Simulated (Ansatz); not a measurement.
InPd:

```
CELL_PARAMETERS angstrom
0.00000 2.74607 2.74607
2.74607 0.00000 2.74607
2.74607 2.74607 0.00000
ATOMIC_POSITIONS crystal
In 0.00000 0.00000 0.00000
Pd 0.50000 0.50000 0.50000
```

The cell was built by a generator and needn't be a form met in nature.

```yaml
Program: Ansatz 0.2.0
Task: relaxation of cell and atoms
Functional: revPBE
Potentials_or_basis: Ansatz PAW
Cutoff: "420 eV (not typed: the program's choice for these potentials)"
k_mesh: 8 × 8 × 8
Occupations: fermi-dirac, width 0.05 eV
Spin: no spin polarisation
```

At the start: volume 20.71 Å³/atom.

Task: How do energy, volume and symmetry change on relaxing?

Result: It ends after 5 steps and the volume is 21.27 Å³/atom (+2.7 %); space group Fm-3m (No. 225, to 0.05 Å).

Step by step:
```csv
step,energy change (eV),largest force (eV/Å),volume (Å³)
1,0.0000,0.0000,41.42
2,-0.0034,0.0000,43.32
3,-0.0070,0.0000,42.59
4,-0.0070,0.0000,42.54
5,-0.0075,0.0000,42.54
```

Final structure:
```yaml
crystal:
  lattice:
    - [0.00000, 2.77065, 2.77065]
    - [2.77065, 0.00000, 2.77065]
    - [2.77065, 2.77065, 0.00000]
  atoms:
    - { symbol: In, position: [0.00000, 0.00000, 0.00000] }
    - { symbol: Pd, position: [0.50000, 0.50000, 0.50000] }
```

Caveat: the plane-wave basis is chosen anew once the cell has moved, so the energies of steps on either side of that aren't comparable; the PAW data sets come from PBE, with cores solved anew for the run's functional, which leaves a small shift of forces and pressure.
